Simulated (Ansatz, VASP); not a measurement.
**Two plane-wave programs on Be2H**

File INCAR:

```
SYSTEM = Be2H
PREC = Accurate ; ENCUT = 600
EDIFF = 1E-7 ; ISMEAR = 0
SIGMA = 0.1 ; LREAL = .FALSE.
LASPH = .TRUE. ; NELM = 100
ALGO = Normal ; ISIF = 3
LWAVE = .FALSE. ; LCHARG = .FALSE.
GGA = PE ; IBRION = 2
NSW = 100 ; EDIFFG = -0.01
```

Contents of KPOINTS:

```
Automatic mesh
0
G
  24 24 12
  0 0 0
```

POSCAR

```
Be2H
1.0
    2.5146888655      0.0000000000      0.0000000000
   -1.2573444328      2.1777844402      0.0000000000
    0.0000000000      0.0000000000      3.6263618944
Be H
2 1
Direct
    0.3333333333      0.6666666667      0.7367466535
    0.6666666667      0.3333333333      0.2632533465
    0.0000000000      0.0000000000      0.0000000000
```

Input for Ansatz:

```yaml
crystal:
  lattice:
    - [2.5146888655, 0.0, 0.0]
    - [-1.2573444328, 2.1777844402, 0.0]
    - [0.0, 0.0, 3.6263618944]
  atoms:
    - { symbol: Be, position: [0.3333333333, 0.6666666667, 0.7367466535] }
    - { symbol: Be, position: [0.6666666667, 0.3333333333, 0.2632533465] }
    - { symbol: H, position: [0.0, 0.0, 0.0] }
basis:
  ecutwfc: 420
kpoints:
  mp_grid: { grid: [24, 24, 12] }
hamiltonian:
  xc: pbe
scf:
  occupations: { method: gaussian, width: 0.1 }
output:
  forces: true
  stress: true
  eigenvalues: true
  write_density: true
  write_potential: true
  elf: true
  volumetric_format: npy
relax:
  adjacent_minimum: "off"
  f_tol: 0.01
  max_steps: 80
  cell: { stress_tol: 0.05 }
```

Alike in both runs: task relaxation of cell and atoms; functional PBE; k mesh 24 × 24 × 12; occupations gaussian, width 0.1 eV; no spin polarisation.

|  | VASP | Ansatz |
| --- | --- | --- |
| version | VASP 6.6.1 | Ansatz 0.2.0 |
| potentials or method | VASP PAW PBE potentials, release 64 (Be, H) | scalar-relativistic, plane waves, PAW |
| plane-wave cutoff (eV) | 600 | 420 |
| valence electrons in the cell | 5 | 5 |

|  | VASP | Ansatz | Ansatz less VASP |
| --- | --- | --- | --- |
| gap on the k mesh at the Fermi level, each at its own relaxed structure (eV) | none | none | - |
| relaxed volume (Å³/atom) | 6.67 | 6.66 | -0.009 |
| relaxed cell length with the largest relative difference (Å) | 3.579 | 3.577 | -0.0020 |
| energy change over the relaxation (meV/atom) | -1 | -1 | 0.0 |

A gap of «none» marks a metal or a gap that the smearing closes.
